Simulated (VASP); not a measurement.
Input of a VASP 6.6.1 run:

File INCAR:

```
SYSTEM = Si3Ge
PREC     = Normal         ! precision mode
ENCUT    = 520            ! plane-wave cutoff, eV
EDIFF    = 1E-5           ! SCF threshold, eV
ISMEAR   = 0              ! smearing method
SIGMA    = 0.15           ! smearing width, eV
LREAL    = Auto         
LASPH    = .TRUE.         ! aspherical terms in the spheres
NELM     = 80             ! most SCF steps
ALGO     = Fast           ! electronic algorithm
ISIF     = 2              ! what is computed and relaxed
LWAVE    = .FALSE.        ! write WAVECAR
LCHARG   = .FALSE.        ! write CHGCAR
GGA      = PE             ! functional
NBANDS   = 36             ! bands
```

File KPOINTS:

```
Automatic mesh
0
G
  4 4 4
  0 0 0
```

Contents of POSCAR:

```
Si3Ge
1.0
    3.9121810000      2.2586990000      3.1919700000
   -3.9121810000      2.2586990000      3.1919700000
    0.0000000000     -4.5173980000      3.1919700000
Si Ge
6 2
Direct
    0.6220780000      0.1280130000      0.6220780000
    0.3779220000      0.3779220000      0.8719870000
    0.8719870000      0.3779220000      0.3779220000
    0.3779220000      0.8719870000      0.3779220000
    0.1280130000      0.6220780000      0.6220780000
    0.6220780000      0.6220780000      0.1280130000
    0.8718210000      0.8718210000      0.8718210000
    0.1281790000      0.1281790000      0.1281790000
```

Potentials or basis: VASP PAW PBE potentials, release 64 (Si, Ge_d).

Run with:

```console
$ cat potpaw_PBE.64/Si/POTCAR potpaw_PBE.64/Ge_d/POTCAR > POTCAR
$ mpirun -np 1 vasp_std > vasp.out
```

Q: What does it give for the band gap on the k mesh?

A: 0.44 eV, direct.

Q: Predict the pressure.

A: -0.9 GPa.

Q: What does it give for the largest force?

A: 0.011 eV/Å.

Forces in eV/Å, atoms in the order of the input:
```
Si  -0.007  0.004 -0.006
Si   0.000  0.008  0.006
Si  -0.007 -0.004  0.006
Si   0.007 -0.004  0.006
Si   0.007  0.004 -0.006
Si   0.000 -0.008 -0.006
Ge   0.000  0.000  0.000
Ge   0.000  0.000  0.000
```

A k mesh can miss the band edges.
